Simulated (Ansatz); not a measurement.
Ag:

```
Ag
1.0
     0.00000    2.04275    2.04275
     2.04275    0.00000    2.04275
     2.04275    2.04275    0.00000
Ag
1
Cartesian
  0.0000 0.0000 0.0000
```

* Program: Ansatz 0.2.0
* Task: relaxation of cell and atoms
* Functional: BLYP
* Potentials or basis: all-electron LAPW, scalar-relativistic
* Basis error allowed: 0.001 eV/atom
* k mesh: 11 × 11 × 11
* Occupations: fermi-dirac, width 0.05 eV
* Spin: no spin polarisation

At the start: volume 17.05 Å³/atom.

Q: How do energy, volume and symmetry change on relaxing?

A: Over 5 steps the energy falls by 73.2 meV/atom and the volume is 19.29 Å³/atom (+13.2 %); space group Fm-3m (No. 225, to 0.05 Å).

The path:
```csv
step,energy change (eV),largest force (eV/Å),volume (Å³)
1,0.0000,0.0000,17.05
2,-0.0717,0.0000,19.66
3,-0.0731,0.0000,19.38
4,-0.0732,0.0000,19.29
5,-0.0732,0.0000,19.29
```

Final structure:
```xyz
1
Lattice="0.0000 2.1286 2.1286 2.1286 0.0000 2.1286 2.1286 2.1286 0.0000" Properties=species:S:1:pos:R:3 pbc="T T T"
Ag    0.0000    0.0000    0.0000
```

Caveat: the volume moved by +13 % from the deposited cell, more than functionals usually miss.
